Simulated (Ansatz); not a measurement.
# Al27P26: the cost of one run

Method: DFT, PBE, plane-wave PAW, default files, scalar-relativistic, in Ansatz 0.2.0.

The COD entry's cell or inner coordinates are ideal or old and differ from later refinements, so a difference from it is no clean test against experiment.

## 1. Starting point

It takes space group F-43m (No. 216, cubic). Conventional cell: a = 16.353 Å, b = 16.353 Å, c = 16.353 Å, α = 90.00°, β = 90.00°, γ = 90.00°. Al (site symmetry 3m) has 3 P at 2.36 Å as nearest neighbours. Al (site symmetry 2mm) is surrounded by 4 P at 2.36 Å. Al (site symmetry m) is surrounded by 4 P at 2.36 Å. Al (site symmetry -43m) is surrounded by 4 P at 2.36 Å. Around Al (site symmetry 3m) lie 4 P at 2.36 Å. Around P (site symmetry m) lie 4 Al at 2.36 Å. P (site symmetry 3m) has 4 Al at 2.36 Å as nearest neighbours. Only part of the 9 independent sites is listed.

Structure file:

```cif
data_structure
_symmetry_space_group_name_H-M 'P 1'
_symmetry_Int_Tables_number 1
_cell_length_a 11.5633
_cell_length_b 11.5633
_cell_length_c 11.5633
_cell_angle_alpha 60.000
_cell_angle_beta 60.000
_cell_angle_gamma 60.000
_cell_volume 1093.28
loop_
_atom_site_label
_atom_site_type_symbol
_atom_site_fract_x
_atom_site_fract_y
_atom_site_fract_z
_atom_site_occupancy
Al1 Al 0.00000 0.00000 0.00000 1
Al2 Al 0.00000 0.00000 0.33333 1
Al3 Al 0.00000 0.00000 0.66667 1
Al4 Al 0.00000 0.33333 0.00000 1
Al5 Al 0.00000 0.33333 0.33333 1
Al6 Al 0.00000 0.33333 0.66667 1
Al7 Al 0.00000 0.66667 0.00000 1
Al8 Al 0.00000 0.66667 0.33333 1
Al9 Al 0.00000 0.66667 0.66667 1
Al10 Al 0.33333 0.00000 0.00000 1
Al11 Al 0.33333 0.00000 0.33333 1
Al12 Al 0.33333 0.00000 0.66667 1
Al13 Al 0.33333 0.33333 0.00000 1
Al14 Al 0.33333 0.33333 0.33333 1
Al15 Al 0.33333 0.33333 0.66667 1
Al16 Al 0.33333 0.66667 0.00000 1
Al17 Al 0.33333 0.66667 0.33333 1
Al18 Al 0.33333 0.66667 0.66667 1
Al19 Al 0.66667 0.00000 0.00000 1
Al20 Al 0.66667 0.00000 0.33333 1
Al21 Al 0.66667 0.00000 0.66667 1
Al22 Al 0.66667 0.33333 0.00000 1
Al23 Al 0.66667 0.33333 0.33333 1
Al24 Al 0.66667 0.33333 0.66667 1
Al25 Al 0.66667 0.66667 0.00000 1
Al26 Al 0.66667 0.66667 0.33333 1
Al27 Al 0.66667 0.66667 0.66667 1
P1 P 0.08333 0.08333 0.41667 1
P2 P 0.08333 0.08333 0.75000 1
P3 P 0.08333 0.41667 0.08333 1
P4 P 0.08333 0.41667 0.41667 1
P5 P 0.08333 0.41667 0.75000 1
P6 P 0.08333 0.75000 0.08333 1
P7 P 0.08333 0.75000 0.41667 1
P8 P 0.08333 0.75000 0.75000 1
P9 P 0.41667 0.08333 0.08333 1
P10 P 0.41667 0.08333 0.41667 1
P11 P 0.41667 0.08333 0.75000 1
P12 P 0.41667 0.41667 0.08333 1
P13 P 0.41667 0.41667 0.41667 1
P14 P 0.41667 0.41667 0.75000 1
P15 P 0.41667 0.75000 0.08333 1
P16 P 0.41667 0.75000 0.41667 1
P17 P 0.41667 0.75000 0.75000 1
P18 P 0.75000 0.08333 0.08333 1
P19 P 0.75000 0.08333 0.41667 1
P20 P 0.75000 0.08333 0.75000 1
P21 P 0.75000 0.41667 0.08333 1
P22 P 0.75000 0.41667 0.41667 1
P23 P 0.75000 0.41667 0.75000 1
P24 P 0.75000 0.75000 0.08333 1
P25 P 0.75000 0.75000 0.41667 1
P26 P 0.75000 0.75000 0.75000 1
```

The vacant site is at (0.083, 0.083, 0.083) in fractional coordinates of the input's cell.

## 2. First run, atoms as given

File input.yaml:

```yaml
crystal:
  lattice:
    - [0.0, 8.1765, 8.1765]
    - [8.1765, 0.0, 8.1765]
    - [8.1765, 8.1765, 0.0]
  atoms:
    - { symbol: Al, position: [0.0, 0.0, 0.0], spin: 0.5 }
    - { symbol: Al, position: [0.0, 0.0, 0.3333333333], spin: 0.5 }
    - { symbol: Al, position: [0.0, 0.0, 0.6666666667] }
    - { symbol: Al, position: [0.0, 0.3333333333, 0.0], spin: 0.5 }
    - { symbol: Al, position: [0.0, 0.3333333333, 0.3333333333] }
    - { symbol: Al, position: [0.0, 0.3333333333, 0.6666666667] }
    - { symbol: Al, position: [0.0, 0.6666666667, 0.0] }
    - { symbol: Al, position: [0.0, 0.6666666667, 0.3333333333] }
    - { symbol: Al, position: [0.0, 0.6666666667, 0.6666666667] }
    - { symbol: Al, position: [0.3333333333, 0.0, 0.0], spin: 0.5 }
    - { symbol: Al, position: [0.3333333333, 0.0, 0.3333333333] }
    - { symbol: Al, position: [0.3333333333, 0.0, 0.6666666667] }
    - { symbol: Al, position: [0.3333333333, 0.3333333333, 0.0] }
    - { symbol: Al, position: [0.3333333333, 0.3333333333, 0.3333333333] }
    - { symbol: Al, position: [0.3333333333, 0.3333333333, 0.6666666667] }
    - { symbol: Al, position: [0.3333333333, 0.6666666667, 0.0] }
    - { symbol: Al, position: [0.3333333333, 0.6666666667, 0.3333333333] }
    - { symbol: Al, position: [0.3333333333, 0.6666666667, 0.6666666667] }
    - { symbol: Al, position: [0.6666666667, 0.0, 0.0] }
    - { symbol: Al, position: [0.6666666667, 0.0, 0.3333333333] }
    - { symbol: Al, position: [0.6666666667, 0.0, 0.6666666667] }
    - { symbol: Al, position: [0.6666666667, 0.3333333333, 0.0] }
    - { symbol: Al, position: [0.6666666667, 0.3333333333, 0.3333333333] }
    - { symbol: Al, position: [0.6666666667, 0.3333333333, 0.6666666667] }
    - { symbol: Al, position: [0.6666666667, 0.6666666667, 0.0] }
    - { symbol: Al, position: [0.6666666667, 0.6666666667, 0.3333333333] }
    - { symbol: Al, position: [0.6666666667, 0.6666666667, 0.6666666667] }
    - { symbol: P, position: [0.0833333333, 0.0833333333, 0.4166666667] }
    - { symbol: P, position: [0.0833333333, 0.0833333333, 0.75] }
    - { symbol: P, position: [0.0833333333, 0.4166666667, 0.0833333333] }
    - { symbol: P, position: [0.0833333333, 0.4166666667, 0.4166666667] }
    - { symbol: P, position: [0.0833333333, 0.4166666667, 0.75] }
    - { symbol: P, position: [0.0833333333, 0.75, 0.0833333333] }
    - { symbol: P, position: [0.0833333333, 0.75, 0.4166666667] }
    - { symbol: P, position: [0.0833333333, 0.75, 0.75] }
    - { symbol: P, position: [0.4166666667, 0.0833333333, 0.0833333333] }
    - { symbol: P, position: [0.4166666667, 0.0833333333, 0.4166666667] }
    - { symbol: P, position: [0.4166666667, 0.0833333333, 0.75] }
    - { symbol: P, position: [0.4166666667, 0.4166666667, 0.0833333333] }
    - { symbol: P, position: [0.4166666667, 0.4166666667, 0.4166666667] }
    - { symbol: P, position: [0.4166666667, 0.4166666667, 0.75] }
    - { symbol: P, position: [0.4166666667, 0.75, 0.0833333333] }
    - { symbol: P, position: [0.4166666667, 0.75, 0.4166666667] }
    - { symbol: P, position: [0.4166666667, 0.75, 0.75] }
    - { symbol: P, position: [0.75, 0.0833333333, 0.0833333333] }
    - { symbol: P, position: [0.75, 0.0833333333, 0.4166666667] }
    - { symbol: P, position: [0.75, 0.0833333333, 0.75] }
    - { symbol: P, position: [0.75, 0.4166666667, 0.0833333333] }
    - { symbol: P, position: [0.75, 0.4166666667, 0.4166666667] }
    - { symbol: P, position: [0.75, 0.4166666667, 0.75] }
    - { symbol: P, position: [0.75, 0.75, 0.0833333333] }
    - { symbol: P, position: [0.75, 0.75, 0.4166666667] }
    - { symbol: P, position: [0.75, 0.75, 0.75] }
magnetization:
  spin_polarized: true
total_charge: 2
kpoints:
  mp_grid: { grid: [2, 2, 2] }
scf:
  occupations: { method: fermi_dirac, width: 0.01 }
hamiltonian:
  xc: pbe
  pseudopotentials: { kind: paw }
output:
  forces: true
  stress: true
  populations: true
  efg: { quadrupole_moments_barn: { Al: 0.1466 }, contact_densities: true }
```

On the command line:

```sh
$ ansatz run input.yaml --threads 4 --pin off --max-ram 8192MiB --backend cpu --events-out ev --progress --plain --runs-dir out
```

**Question.** How long does this run take on 4 threads of Intel Xeon Platinum 8559C (Emerald Rapids), shared host, and how much memory does it need?

About 24 s, with a peak of 3.7 GiB.
